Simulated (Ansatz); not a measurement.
Input and command of a calculation in Ansatz (plane waves; scalar-relativistic PAW potentials unless the input names others):

```yaml
crystal:
  lattice:
    - [1.2324394249, 0.7115492337, 6.8306395622]
    - [-1.2324394249, 0.7115492337, 6.8306395622]
    - [0.0, -1.4230984675, 6.8306395622]
  atoms:
    - { symbol: C, position: [0.0811523517, 0.0811523517, 0.0811523517] }
    - { symbol: C, position: [0.9188476483, 0.9188476483, 0.9188476483] }
    - { symbol: C, position: [0.2521616043, 0.2521616043, 0.2521616043] }
    - { symbol: C, position: [0.7478383957, 0.7478383957, 0.7478383957] }
basis:
  ecutwfc: "29.4 Ry"
  precision: f64
kpoints:
  mp_grid: { grid: [18, 18, 18] }
hamiltonian:
  xc: pbe
  dispersion: d3bj
scf:
  occupations: { method: gaussian, width: 0.03 }
  eigensolver: { kind: davidson }
output:
  forces: true
  eigenvalues: true
  stress: true
```

```bash
ansatz run input.yaml --threads 2 --pin off --max-ram 5120MiB --backend cpu --events-out ev --progress --plain --runs-dir out
```

Abridged log:
```
Warning: basis.ecutwfc = 400.00737781 eV is below the records' recommended 420 eV, and the density's cutoff is lower with it unless basis.ecutrho_ratio is high enough to keep the records' density cutoff: compare with a run at a higher cutoff
Pseudopotentials: kind: paw
Pseudopotential: C, paw, valence charge 4, recommended cutoff 420 eV (normal)
Functional definition: PBE
Crystal: 4 atoms, lattice volume = 35.940 Å³
Basis set: ecut = 400.00737781 eV, 629 PW (Γ), FFT grids on a1−a3, a2−a3, a3, exchange–correlation on 36×36×96 points (8 copies of the dense FFT grid, shifted against one another)
Bands: 12, of which v1, the nominal top of the filled ones, is band 8 counted from 1 (7 counted from 0)
Symmetry: 12 space group operations
Space group: R-3m (ITA 166), of the structure as read, at distance tolerance 3.3e-5 Å
k-points: 580 of 5832
Initial density: superposition of atomic densities (neutral atoms: chi_scale 0, normalization atom), corrected by the library's trained network
Initial wavefunctions: pseudopotential atomic-orbital guess
Functional: x = pbe(κ = 0.804, μ = 0.21951497), c = pbe(β = 0.06672455)
SCF iter   1: F=—  HF=-1004.310374 eV  |F-HF|=—  |Δ(HF+E_count)|=         —  Δρ=2.81e-3  dr2=3.08e-3  ethr=1.77e-3  ⟨swp⟩=8.8  Hψ=35877  notcnv=1
SCF iter   2: F=—  HF=-1004.310274 eV  |F-HF|=—  |Δ(HF+E_count)|=   1.01e-4  Δρ=1.20e-3  dr2=3.51e-4  ethr=1.92e-5  ⟨swp⟩=4.3  Hψ=19640  notcnv=0  defer=432
SCF iter   3: F=—  HF=-1004.310489 eV  |F-HF|=—  |Δ(HF+E_count)|=   2.15e-4  Δρ=4.83e-4  dr2=1.29e-4  ethr=2.19e-6  ⟨swp⟩=3.4  Hψ=16619  notcnv=0  defer=201
SCF iter   4: F=—  HF=-1004.310496 eV  |F-HF|=—  |Δ(HF+E_count)|=   7.19e-6  Δρ=2.35e-4  dr2=4.25e-6  ethr=2.68e-8  ⟨swp⟩=2.3  Hψ=26271  notcnv=0  defer=57
SCF iter   5: F=—  HF=-1004.310495 eV  |F-HF|=—  |Δ(HF+E_count)|=   1.17e-6  Δρ=6.34e-5  dr2=1.15e-6  ethr=2.66e-8  ⟨swp⟩=3.0  Hψ=15670  notcnv=0  defer=2
automatic band count: iteration 5 solves 11 bands in place of 12: the levels show a gap, and the empty bands left out lie too high to hold charge; the band table lists the bands solved (type scf.n_extra_bands for more)
SCF iter   6: F=-1004.310495 eV  HF=-1004.310495 eV  |F-HF|=3.23e-8  |Δ(HF+E_count)|=   6.13e-8  Δρ=8.04e-6  dr2=1.27e-8  ethr=7.16e-9  ⟨swp⟩=2.9  Hψ=12423  notcnv=0  defer=2
SCF 1 converged in 6 iterations: F = -1004.310495 eV  dr2 = 1.27e-8
  Residual-converged pass: ⟨swp⟩=4.0  Hψ=17925  notcnv=0  max |occ|·‖R‖ = 6.7e-6 eV (tolerance 6.7e-6 eV) dr2=1.36e-8  dr2_onsite=2.18e-10  max |Δocc| = 1.2e-14
SCF converged after 6 iterations
Free energy (F): -1004.310495 eV
Harris-Foulkes:  -1004.310495 eV  (|F-HF|=3.23e-8)
Internal energy: -1004.310495 eV  (E = F + TS)
E sigma→0 (E₀):  -1004.310495 eV
Fermi energy:    6.791391 eV
  E_disp       = -0.612526  (pairwise vdW)
--- Forces (eV/Å), atoms counted from 1 ---
  atom   1  C      0.00000000     0.00000000    -0.00108367
  atom   2  C      0.00000000     0.00000000     0.00108367
  atom   3  C      0.00000000     0.00000000    -0.00116620
  atom   4  C      0.00000000     0.00000000     0.00116620
--- Stress (GPa, compression-positive) ---
       -0.117422       0.000000       0.000000
        0.000000      -0.117422       0.000000
        0.000000       0.000000       0.470431
  P = ⅓ Tr σ = 0.0785 GPa (0.785 kbar)
```

Apart from outputs and empty bands, the input differs from a reference run on usual settings in scf.eigensolver.kind: not typed → "davidson"; basis.precision: not typed → "f64"; basis.ecutwfc: 420 → "29.4 Ry". The reference, at the same geometry (not necessarily relaxed), gave pressure 0.11 GPa, largest force 0.002 eV/Å, gap on the mesh 0.27 eV. This run converged in 6 SCF iterations (reference: 6) with an energy at zero smearing 2.99 meV/atom above the reference's, pressure 0.08 GPa, largest force 0.001 eV/Å, gap on the mesh 0.27 eV. Its cutoff is looser than usual, and the result moved.

The run took 8.1 s on 2 threads of Intel(R) Xeon(R) Processor @ 2.70GHz, on a shared host, peak memory 0.43 GiB.